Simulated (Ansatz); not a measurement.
## Phonon dispersion of AlN

Theory: DFT PBE, scalar-relativistic, plane waves, PAW in Ansatz. Plane waves to 420 eV; Γ-centred k mesh 12×12×2; fixed occupations. No spin polarisation. Phonons by linear response, acoustic sum rule imposed.

Relaxed structure:
```
CELL_PARAMETERS angstrom
3.12078 0.00000 0.00000
-1.56039 2.70267 0.00000
0.00000 0.00000 20.22402
ATOMIC_POSITIONS crystal
Al 0.33333 0.66667 0.82754
Al 0.00000 0.00000 0.70199
Al 0.66667 0.33333 0.32855
Al 0.66667 0.33333 0.57749
Al 0.00000 0.00000 0.45300
Al 0.33333 0.66667 0.07750
Al 0.00000 0.00000 0.20305
Al 0.66667 0.33333 0.95304
N 0.66667 0.33333 0.04722
N 0.66667 0.33333 0.67169
N 0.33333 0.66667 0.92226
N 0.00000 0.00000 0.29777
N 0.00000 0.00000 0.79673
N 0.00000 0.00000 0.54719
N 0.33333 0.66667 0.17224
N 0.66667 0.33333 0.42272
```

It was reached by relaxing an invented guess, and it needn't be the stable form of this composition. The q mesh is coarse, so values between its points are rough.

Force constants from linear response on a 3×3×1 q mesh.

Question: Is the structure dynamically stable on this mesh?

Answer: Yes, on this mesh: no mode is imaginary.

Question: Give the frequencies (cm⁻¹; i marks imaginary ones) at the irreducible q points, in fractions of the reciprocal vectors, the Γ row without the LO field.

Answer:
```csv
q,star,frequencies
0.000 0.000 0.000,1,0 0 0 91 91 93 93 167 167 167 167 182 185 212 212 217 217 231 231 349 350 481 487 551 617 629 629 630 630 632 632 634 634 634 634 638 638 640 640 642 642 706 746 752 808 809 847 853
0.000 0.333 0.000,6,197 212 222 222 223 243 269 269 285 289 302 303 315 363 369 390 417 430 433 476 478 492 500 507 618 624 628 629 629 633 636 637 639 641 641 643 645 653 655 659 700 714 717 756 756 785 787 795
0.333 0.333 0.000,2,265 275 277 297 301 323 330 334 369 384 393 396 413 413 422 433 470 477 482 497 502 512 518 521 612 613 618 622 624 629 632 638 652 652 654 656 675 676 680 680 684 692 694 703 704 705 706 708
```
